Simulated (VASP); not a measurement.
Write the native input for VASP 6.6.1 that does the following.

- Task: single point
- Functional: PBEsol
- Potentials or basis: VASP PAW PBE potentials, release 64 (Al, N)
- Cutoff: 520 eV
- k mesh: 9 × 9 × 6
- Occupations: gaussian, width 0.02 eV
- Spin: no spin polarisation
- Further INCAR settings: ALGO = Normal; EDIFF = 1e-07; NBANDS = 16

The structure of AlN lies in POSCAR:

```
AlN
1.0
    3.3121157400      0.0000000000      0.0000000000
   -1.6560578700      2.8683763700      0.0000000000
    0.0000000000      0.0000000000      4.1875630000
Al N
2 2
Direct
    0.3333333300      0.6666666700      0.7500000000
    0.6666666700      0.3333333300      0.2500000000
    0.3333333300      0.6666666700      0.2500000000
    0.6666666700      0.3333333300      0.7500000000
```

Measurements of this composition are mostly on another form, of space group No. 186.

The input as run:

INCAR

```
  PREC = Accurate
  ENCUT = 520
  EDIFF = 1E-7
  ISMEAR = 0
  SIGMA = 0.02
  LREAL = F
  LASPH = T
  NELM = 100
  ALGO = Normal
  ISIF = 2
  LWAVE = F
  LCHARG = F
  GGA = PS
  NBANDS = 16
```

KPOINTS

```
Automatic mesh
0
Gamma
  9 9 6
```

Potentials or basis: VASP PAW PBE potentials, release 64 (Al, N).

Launch:

```console
$ cat potpaw_PBE.64/Al/POTCAR potpaw_PBE.64/N/POTCAR > POTCAR
$ mpirun -np 1 vasp_std > vasp.out
```

Results of the run:

```
Pressure               : -3.5 GPa
Band gap on the k mesh : 3.19 eV, direct
```

Caveat: the PAW data sets were made with another functional, which shifts forces and pressure a little.

Wall time 13 s on 1 thread of AMD EPYC 9R45 96-Core Processor (Zen 5), on a shared host, peak memory 0.14 GiB.
